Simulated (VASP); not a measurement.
## TiS2: electric field gradients with PBE

Crystal: TiS2.

```xyz
3
Lattice="3.4120 0.0000 0.0000 -1.7060 2.9549 0.0000 0.0000 0.0000 5.6950" Properties=species:S:1:pos:R:3 pbc="T T T"
Ti    0.0000    0.0000    0.0000
S     0.0000    1.9699    1.4238
S     1.7060    0.9850    4.2713
```

```
Program                : VASP 6.6.1
Task                   : electric field gradients
Functional             : PBE
Potentials or basis    : VASP PAW PBE potentials, release 64 (Ti_sv, S)
Cutoff                 : 520 eV
k mesh                 : 12 × 12 × 7
Occupations            : fermi-dirac, width 0.05 eV
Spin                   : no spin polarisation
Dipole correction      : no
Further INCAR settings : ALGO = Fast; EDIFF = 1e-08; NBANDS = 19
```

```
Pressure               : 0.3 GPa
Largest force          : 0.134 eV/Å
Band gap on the k mesh : none (metal or under the smearing width)
```

Forces in eV/Å, atoms in the order of the input:
```
Ti   0.000  0.000  0.000
S    0.000  0.000 -0.134
S    0.000  0.000  0.134
```

Stress tensor (GPa, compression positive):
```
0.00 0.00 0.00
0.00 0.00 0.00
0.00 0.00 1.04
```

Levels at points of the mesh, in eV from the Fermi level:
```tsv
k point	band 9	band 10	band 11	band 12	band 13	band 14	band 15	band 16
(0.00, 0.00, 0.00)	-2.75	-0.02	0.08	0.08	0.50	0.50	0.91	3.44
(0.50, 0.00, 0.00)	-2.89	-2.64	-2.61	-1.57	0.22	1.52	1.93	3.68
```

Electric field gradients, principal values (V/Å²):
```tsv
atom	Vxx	Vyy	Vzz
1 Ti	9.651	9.652	-19.303
2 S	5.443	5.443	-10.886
3 S	5.443	5.443	-10.886
```

Run time: 3.3 min on 1 thread of Intel(R) Xeon(R) Platinum 8488C (Sapphire Rapids), with other jobs on the host, peak memory 0.25 GiB.
